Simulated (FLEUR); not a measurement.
# InPd (Pm-3m) in FLEUR: a series of runs, part 2 of 2

FLEUR MaX-R8.1 (later development tree). Earlier steps stand in the parts before.

**3. Equation of state, r2SCAN, 16.46 Å³/atom (volume scaled by 0.94)**

Changes to inp.xml since step 2:

```diff
@@ -6,3 +6,3 @@
    <calculationSetup>
-      <cutoffs Kmax="4.17" Gmax="12.9" GmaxXC="12.9" numbands="0"/>
+      <cutoffs Kmax="4.3" Gmax="13.3" GmaxXC="13.3" numbands="0"/>
       <scfLoop itmax="80" minDistance="0.0001" maxIterBroyd="30" imix="Anderson" alpha="0.05" precondParam="0.0" spinf="2.0" sdNocoIR="T"/>
@@ -27,3 +27,3 @@
       <xi:include xmlns:xi="http://www.w3.org/2001/XInclude" href="sym.xml"> </xi:include>
-      <bulkLattice scale="1.0">
+      <bulkLattice scale="0.9795861087">
          <bravaisMatrix>
@@ -37,3 +37,3 @@
       <species name="Indium (In)" element="In" atomicNumber="49">
-         <mtSphere radius="2.35" gridPoints="777" logIncrement="0.017"/>
+         <mtSphere radius="2.28" gridPoints="777" logIncrement="0.017"/>
          <atomicCutoffs lmax="9" lnonsphr="9"/>
@@ -53,3 +53,3 @@
       <species name="Palladium (Pd)" element="Pd" atomicNumber="46">
-         <mtSphere radius="2.61" gridPoints="863" logIncrement="0.015"/>
+         <mtSphere radius="2.53" gridPoints="863" logIncrement="0.015"/>
          <atomicCutoffs lmax="10" lnonsphr="10"/>
```

Potentials or basis: all-electron, FLAPW.

On the command line:

```sh
$ inpgen -f crystal.txt -profile fastHighL
$ # inp.xml edited to the form shown
$ fleur_MPI
```

It took 39 s on 1 thread of Arm Neoverse V2, shared host; peak memory 0.09 GiB.

Results (log left out):

```
Free energy                                           : -297436.2258 eV
Band gap on the k mesh                                : none (metal or under the smearing width)
Valence electrons inside the program's atomic spheres : In 18.67; Pd 17.11 (radii In 2.28, Pd 2.53 bohr)
```

Caveat: the meta-GGA is that of a development version, with a GGA for the radial functions and cores and without core tails.

**4. Equation of state, r2SCAN, 16.81 Å³/atom (volume scaled by 0.96)**

Changes to inp.xml since step 3:

```diff
@@ -27,3 +27,3 @@
       <xi:include xmlns:xi="http://www.w3.org/2001/XInclude" href="sym.xml"> </xi:include>
-      <bulkLattice scale="0.9795861087">
+      <bulkLattice scale="0.9864848297">
          <bravaisMatrix>
```

On the command line:

```sh
$ inpgen -f crystal.txt -profile fastHighL
$ # inp.xml edited to the form shown
$ fleur_MPI
```

Wall time 40 s (1 thread of Arm Neoverse V2, shared host); peak memory 0.09 GiB.

It converged, with:

```yaml
Free_energy: -297436.2575 eV
Band_gap_on_the_k_mesh: none (metal or under the smearing width)
Valence_electrons_inside_the_program's_atomic_spheres: In 18.65; Pd 17.08 (radii In 2.28, Pd 2.53 bohr)
```

Caveat: the meta-GGA is that of a development version, with a GGA for the radial functions and cores and without core tails.

**5. Equation of state, r2SCAN, 17.51 Å³/atom**

Changes to inp.xml since step 4:

```diff
@@ -27,3 +27,3 @@
       <xi:include xmlns:xi="http://www.w3.org/2001/XInclude" href="sym.xml"> </xi:include>
-      <bulkLattice scale="0.9864848297">
+      <bulkLattice scale="1.0000000000">
          <bravaisMatrix>
```

On the command line:

```sh
$ inpgen -f crystal.txt -profile fastHighL
$ # inp.xml edited to the form shown
$ fleur_MPI
```

Run time: 36 s. Hardware: 1 thread of Arm Neoverse V2, shared host; peak memory 0.09 GiB.

Results (log left out):

| Quantity | Value |
| --- | --- |
| Free energy | -297436.2780 eV |
| Band gap on the k mesh | none (metal or under the smearing width) |
| Valence electrons inside the program's atomic spheres | In 18.62; Pd 17.03 (radii In 2.28, Pd 2.53 bohr) |

Caveat: the meta-GGA is that of a development version, with a GGA for the radial functions and cores and without core tails.

**6. Equation of state, r2SCAN, 18.21 Å³/atom (volume scaled by 1.04)**

Changes to inp.xml since step 5:

```diff
@@ -27,3 +27,3 @@
       <xi:include xmlns:xi="http://www.w3.org/2001/XInclude" href="sym.xml"> </xi:include>
-      <bulkLattice scale="1.0000000000">
+      <bulkLattice scale="1.0131594038">
          <bravaisMatrix>
```

Potentials or basis: all-electron, FLAPW.

On the command line:

```sh
$ inpgen -f crystal.txt -profile fastHighL
$ # inp.xml edited to the form shown
$ fleur_MPI
```

Run time: 43 s. Hardware: 1 thread of Arm Neoverse V2, shared host; peak memory 0.09 GiB.

Results (log left out):

```
Free energy                                           : -297436.2531 eV
Band gap on the k mesh                                : none (metal or under the smearing width)
Valence electrons inside the program's atomic spheres : In 18.59; Pd 16.98 (radii In 2.28, Pd 2.53 bohr)
```

Caveat: the meta-GGA is that of a development version, with a GGA for the radial functions and cores and without core tails.

**7. Equation of state, r2SCAN, 18.56 Å³/atom (volume scaled by 1.06)**

Changes to inp.xml since step 6:

```diff
@@ -27,3 +27,3 @@
       <xi:include xmlns:xi="http://www.w3.org/2001/XInclude" href="sym.xml"> </xi:include>
-      <bulkLattice scale="1.0131594038">
+      <bulkLattice scale="1.0196128224">
          <bravaisMatrix>
```

On the command line:

```sh
$ inpgen -f crystal.txt -profile fastHighL
$ # inp.xml edited to the form shown
$ fleur_MPI
```

Wall time 39 s (1 thread of Arm Neoverse V2, shared host); peak memory 0.09 GiB.

It converged, with:

```
Free energy                                           : -297436.2266 eV
Band gap on the k mesh                                : none (metal or under the smearing width)
Valence electrons inside the program's atomic spheres : In 18.58; Pd 16.96 (radii In 2.28, Pd 2.53 bohr)
```

Caveat: the meta-GGA is that of a development version, with a GGA for the radial functions and cores and without core tails.

**8. Equation of state, r2SCAN**

This step only gathers the single runs of the series.

Results:

```
Equilibrium volume : 17.45 Å³/atom
Bulk modulus       : 133 GPa
```

Energy against volume, from the lowest point:
| volume (Å³/atom) | energy (meV/atom) |
| --- | --- |
| 16.462 | 26.10 |
| 16.813 | 10.21 |
| 17.513 | 0.00 |
| 18.214 | 12.43 |
| 18.564 | 25.69 |

Caveat: the meta-GGA is that of a development version, with a GGA for the radial functions and cores and without core tails.
